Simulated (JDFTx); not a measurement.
## Al: equation of state with PBEsol

**Experimental background.**

“The interpretation of polycrystalline coherent inelastic neutron scattering from aluminium”, 2013, pmc:3831299 quotes, for a bulk crystal of Al: bulk modulus 76.9 GPa.

Al:

```
CELL_PARAMETERS angstrom
0.00000 2.02481 2.02481
2.02481 0.00000 2.02481
2.02481 2.02481 0.00000
ATOMIC_POSITIONS crystal
Al 0.00000 0.00000 0.00000
```

- Program: JDFTx 1.7.0 (patched build)
- Task: equation of state
- Functional: PBEsol
- Potentials or basis: PseudoDojo-SR-PBEsol-0.4.1-standard
- Cutoff: 544 eV
- Density cutoff: 2177 eV
- k mesh: 11 × 11 × 11
- Occupations: fermi-dirac, width 0.05 eV
- Spin: no spin polarisation

The equilibrium volume is 16.18 Å³/atom and the bulk modulus is 84 GPa. The pressure derivative of the bulk modulus is 4.5.

Energy against volume, from the lowest point:
| volume (Å³/atom) | energy (meV/atom) |
| --- | --- |
| 15.607 | 5.56 |
| 15.939 | 0.84 |
| 16.271 | 0.00 |
| 16.603 | 2.63 |
| 16.935 | 8.37 |
| 17.267 | 16.90 |
| 17.599 | 27.89 |

Against the measured bulk modulus of Al, 76.9 GPa (quoted in “The interpretation of polycrystalline coherent inelastic neutron scattering from aluminium”, 2013, pmc:3831299), the calculated 84 GPa is off by +9.3 %. The fit is for a static lattice scaled at fixed shape and fixed fractional positions. The cell as given is a measured one (16.60 Å³/atom); PBEsol puts the equilibrium volume -2.5 % from it, thermal expansion not counted.
